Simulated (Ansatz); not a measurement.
# KTaO3, cubic perovskite: band edges under a change of volume

How fast do the gaps move when the cell is scaled evenly? The symmetry of the cell is held, so distortions that would lower it, which this phase may prefer, aren't tested.

Calculated with Ansatz 0.2.0, PBEsol, PAW files of the set soft_1, cutoff 600 eV, Fermi–Dirac smearing 0.02 eV, k-mesh 7×7×7, no spin polarisation, no spin-orbit coupling.

Reference cell, relaxed at zero pressure with PBEsol (Pm-3m): a = 3.9842 Å, b = 3.9842 Å, c = 3.9842 Å, α = 90.00°, β = 90.00°, γ = 90.00°.

```
atom       x       y       z
  Ta  0.5000  0.5000  0.5000
   K  0.0000  0.0000  0.0000
   O  0.5000  0.5000  0.0000
   O  0.5000  0.0000  0.5000
   O  0.0000  0.5000  0.5000
```

Levels are read on the k-mesh and along lines from Γ to X = (0, 0.5, 0), M = (0.5, 0.5, 0) and R = (0.5, 0.5, 0.5) in the reciprocal basis of this cell (the letters only name these points), and count from the highest filled level.

```
ln(V/V0)  gap (eV)  direct gap at Γ (eV)
 −0.0619     2.273                 2.856
 −0.0408     2.231                 2.831
  0.0000     2.146                 2.772
  0.0198     2.103                 2.738
  0.0392     2.061                 2.702
  0.0583     2.019                 2.665
```

**Question.** Fit the direct gap at Γ and give it at ln(V/V0) = −0.0202, a row left out above.

A straight line through the 6 rows: the means are 0.002433 for ln(V/V0) and 2.7607 for the level, Σ(Δx)² = 0.01079 and ΣΔxΔy = −0.0171, so the slope is −0.0171/0.01079 = −1.5847 and the intercept 2.7607 − (−1.5847)(0.002433) = 2.7645.

The slope is the volume deformation potential of this gap, −1.58 eV, as a mean over the range. The line gives 2.797 eV. The run itself gives 2.803 eV, so the estimate misses by 0.006 eV; the fitted rows themselves lie up to 0.007 eV off the law.

The rows curve: the slope runs from −1.18 between the first two to −1.94 eV between the last two, so the line is a mean over the range.

The gap lies below the direct one at Γ in every row. Semilocal functionals give gaps that are too small, and the error differs from valley to valley, so the order of close valleys can be wrong too.

[Logs are printed without paths, hosts, clocks, repeated set-up lines and the standing remarks that a program may print on its own settings, such as how far it seeks lower states.]
